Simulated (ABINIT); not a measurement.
Runs of ABINIT 10.8.3 (patched build) on Bi. Symmetry: R-3m, No. 166, trigonal system. The conventional cell has a = 4.535 Å, b = 4.535 Å, c = 11.814 Å, α = 90.00°, β = 90.00°, γ = 120.00°. Bi (site symmetry 3m) is surrounded by 6 Bi at 3.06 to 3.52 Å. 

| task | level | potentials or basis | cell | cutoff (eV) | fine-grid cutoff | cell freedom (optcell) | cutoff smearing ecutsm (Ha) | optimiser (ionmov) | force stop (Ha/bohr) | gap on the mesh (eV) | pressure (GPa) | largest force (eV/Å) |
| --- | --- | --- | --- | --- | --- | --- | --- | --- | --- | --- | --- | --- |
| single point | r2SCAN | SG15 NC PBE v1.2 | as given | 707 | - | - | - | - | - | 0.28 | (a) | 0.13 |
| single point | r2SCAN | JTH PAW PBE v2.0 | as given | 707 | 1306.15 eV | - | - | - | - | 0.29 | 0.8 | (c) |
| relaxation of cell and atoms | PBEsol | JTH PAW PBE v2.0 | relaxed | 599 | 1197.3 eV | 2 | 0.5 | 2 | 0.0002 | 0.24 | 0.0 | - |
| single point | r2SCAN | Ansatz PAW PBE default generated set, frozen core | as given | 490 | 979.61 eV | - | - | - | - | 0.29 | 1.2 | 0.02 |
| single point | r2SCAN | PseudoDojo NC SR PBE v0.4.1 standard | as given | 1088 | - | - | - | - | - | 0.28 | 0.4 | (b) |

Alike in all rows: no spin polarisation; k mesh 7 × 7 × 7; smearing fermi-dirac 0.05 eV.

Q: Estimate the missing entries.

A: (a) -0.1; (b) 0.06; (c) 0.04.

Caveats: spin-orbit coupling is left out, which as a rule narrows the gap of such compounds by several tenths of an eV; an odd mesh through Γ misses points on the zone boundary, where band edges often lie; the PAW data sets were made with another functional, which shifts forces and pressure a little (some runs); the potentials were made for another functional, which shifts forces and pressure (some runs); a meta-GGA on potentials with a model core is unreliable (some runs).

A k mesh can miss the band edges, and the runs leave out spin-orbit coupling on Bi.
